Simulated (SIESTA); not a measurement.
Sb:

```
Sb
1.0
    -1.87134    1.87134    1.87134
     1.87134   -1.87134    1.87134
     1.87134    1.87134   -1.87134
Sb
1
Direct
  0.00000 0.00000 0.00000
```

This isn't the form of Sb at room conditions, which is rhombohedral.

* Program: SIESTA 5.4.2
* Task: relaxation of cell and atoms
* Functional: PBE
* Potentials or basis: PseudoDojo 0.4 standard (PBE files)
* Basis: DZP (energy shift 0.003 Ry; two zetas on semicore shells)
* Grid cutoff: 500 Ry
* Energy shift: 0.003 Ry
* k mesh: 10 × 10 × 10
* Occupations: fermi-dirac, width 0.05 eV
* Spin: no spin polarisation

At the start: pressure 5.1 GPa; volume 26.21 Å³/atom.

Problem. How do energy, volume and symmetry change on relaxing?

Solution. Over 4 steps the energy falls by 26.6 meV/atom and the volume is 28.15 Å³/atom (+7.4 %); space group Im-3m (No. 229, to 0.05 Å).

Step by step:
```csv
step,energy change (eV),largest force (eV/Å),pressure (GPa),volume (Å³)
1,0.0000,0.0000,5.05,26.21
2,-0.0195,0.0000,2.38,27.13
3,-0.0247,0.0000,-1.08,28.65
4,-0.0266,0.0000,-0.07,28.15
```

Final structure:
```
Sb
1.0
    -1.91661    1.91633    1.91633
     1.91633   -1.91661    1.91633
     1.91633    1.91633   -1.91661
Sb
1
Direct
  0.00000 0.00000 0.00000
```

Caveat: the basis of atomic orbitals isn't converged, which shifts pressures, moduli and gaps.
